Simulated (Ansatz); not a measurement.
**Relaxing SiNi₂**

These are results of DFT PBE, scalar-relativistic, plane waves, PAW (Ansatz 0.2.0), not measurements. (420 eV cutoff, 12×12×8 k-mesh, Gaussian smearing of 0.10 eV, no spin polarisation)

What was changed: uniaxial strain along c, with a, b and atoms relaxed: -6.0 %.

Command:

```bash
ansatz run input.yaml --threads 1 --pin off --max-ram 2560MiB --backend cpu --events-out ev --progress --plain --runs-dir out
```

Input:

```yaml
crystal:
  lattice:
    - [3.9706051885, 0.0, 0.0]
    - [-1.9853025942, 3.4386449616, 0.0]
    - [0.0, 0.0, 4.691965071]
  atoms:
    - { symbol: Si, position: [0.3333333336, 0.6666666664, 0.75] }
    - { symbol: Si, position: [0.6666666664, 0.3333333336, 0.25] }
    - { symbol: Ni, position: [0.0, 0.0, 0.0] }
    - { symbol: Ni, position: [0.0, 0.0, 0.5] }
    - { symbol: Ni, position: [0.3333333337, 0.6666666663, 0.25] }
    - { symbol: Ni, position: [0.6666666663, 0.3333333337, 0.75] }
basis:
  ecutwfc: 420
kpoints:
  mp_grid: { grid: [12, 12, 8] }
hamiltonian:
  xc: pbe
scf:
  occupations: { method: gaussian, width: 0.1 }
output:
  forces: true
  stress: true
  eigenvalues: true
relax:
  adjacent_minimum: "off"
  f_tol: 0.008
  max_steps: 40
  cell: { stress_tol: 0.015, fix: [c, angles] }
```

F is the free energy. Steps run on the plane waves of an earlier cell, but the last one, and at times one on the way, on a freshly chosen basis, so a repeated geometry can differ a little in energy. The held parts of the cell keep their stress, so P needn't end at zero.

Steps:

| step | F − F(1) (eV) | largest force component (eV/Å) | V (Å³/atom) | P (GPa) |
| --- | --- | --- | --- | --- |
| 1 | 0.0000 | 0.000 | 10.677 | 6.79 |
| 2 | -0.0008 | 0.000 | 10.655 | 7.26 |
| 3 | -0.0011 | 0.000 | 10.632 | 7.75 |
| 4 | -0.0010 | 0.000 | 10.632 | 7.76 |

Relaxed structure:

```yaml
crystal:
  lattice:
    - [3.96223, 0.00000, 0.00000]
    - [-1.98111, 3.43139, 0.00000]
    - [0.00000, 0.00000, 4.69197]
  atoms:
    - { symbol: Si, position: [0.33333, 0.66667, 0.75000] }
    - { symbol: Si, position: [0.66667, 0.33333, 0.25000] }
    - { symbol: Ni, position: [0.00000, 0.00000, 0.00000] }
    - { symbol: Ni, position: [0.00000, 0.00000, 0.50000] }
    - { symbol: Ni, position: [0.33333, 0.66667, 0.25000] }
    - { symbol: Ni, position: [0.66667, 0.33333, 0.75000] }
```

Symmetry: P6_3/mmc, No. 194, hexagonal system. Conventional cell: a = 3.962 Å, b = 3.962 Å, c = 4.692 Å, α = 90.00°, β = 90.00°, γ = 120.00°. Si (site symmetry -6m2) has 11 Ni at 2.29 to 2.57 Å as nearest neighbours. Ni (site symmetry -3m) has 8 Ni at 2.35 to 2.57 Å and 6 Si at 2.57 Å as nearest neighbours. Ni (site symmetry -6m2) has 5 Si at 2.29 to 2.35 Å and 6 Ni at 2.57 Å as nearest neighbours.

The run converged. The run took 65 s on 1 thread of Intel(R) Xeon(R) 6975P-C (Granite Rapids), on a shared host, peak memory 0.77 GiB.